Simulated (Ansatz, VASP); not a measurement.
Two plane-wave programs on Y

Contents of POSCAR:

```
Y
1.0
    0.0000000000      2.5193547892      2.5193547892
    2.5193547892      0.0000000000      2.5193547892
    2.5193547892      2.5193547892      0.0000000000
Y
1
Direct
    0.0000000000      0.0000000000      0.0000000000
```

File INCAR.step1:

```
SYSTEM = Y
ALGO = Normal
EDIFF = 1E-4
ENCUT = 520
GGA = PE
ISMEAR = -1
LASPH = .TRUE.
LCHARG = .FALSE.
LREAL = .FALSE.
LWAVE = .TRUE.
NBANDS = 12
NELM = 100
PREC = Accurate
SIGMA = 0.1
```

INCAR.step2

```
SYSTEM = Y
ALGO = Normal
EDIFF = 1E-6
ENCUT = 520
ISIF = 2
ISMEAR = -1
ISTART = 1
LASPH = .TRUE.
LCHARG = .FALSE.
LMIXTAU = .TRUE.
LREAL = .FALSE.
LWAVE = .FALSE.
METAGGA = R2SCAN
NBANDS = 12
NELM = 100
PREC = Accurate
SIGMA = 0.1
```

Contents of KPOINTS:

```
k-points
0
G
  12 12 12
  0 0 0
```

Input for Ansatz:

```yaml
crystal:
  lattice:
    - [0.0, 2.5193547892, 2.5193547892]
    - [2.5193547892, 0.0, 2.5193547892]
    - [2.5193547892, 2.5193547892, 0.0]
  atoms:
    - { symbol: "Y", position: [0.0, 0.0, 0.0] }
hamiltonian:
  xc: r2scan
  pseudopotentials:
    kind: paw
    azcp:
      "Y": "pseudopotentials/Y.paw.azcp"
basis:
  ecutwfc: 500
  fft_grid_basis: typed
kpoints:
  mp_grid: { grid: [12, 12, 12], shift: [0, 0, 0] }
magnetization:
  spin_polarized: false
scf:
  occupations: { method: fermi_dirac, width: 0.1 }
  lower_state_search: "off"
output:
  stress: true
```

Alike in both runs: task single point; functional r2SCAN; k mesh 12 × 12 × 12; occupations fermi-dirac, width 0.1 eV; no spin polarisation.

|  | VASP | Ansatz |
| --- | --- | --- |
| version | VASP 6.6.1 | Ansatz 0.2.0 |
| potentials or method | VASP PAW PBE potentials, release 64 (Y_sv) | plane waves (500 eV) with PAW, scalar-relativistic |
| plane-wave cutoff (eV) | 520 | 500 |
| valence electrons in the cell | 11 | 11 |

```csv
,VASP,Ansatz,Ansatz less VASP
pressure (GPa),1.8,1.7,-0.11
```

Caveats: the PAW data sets were made with another functional, which shifts forces and pressure a little (VASP).
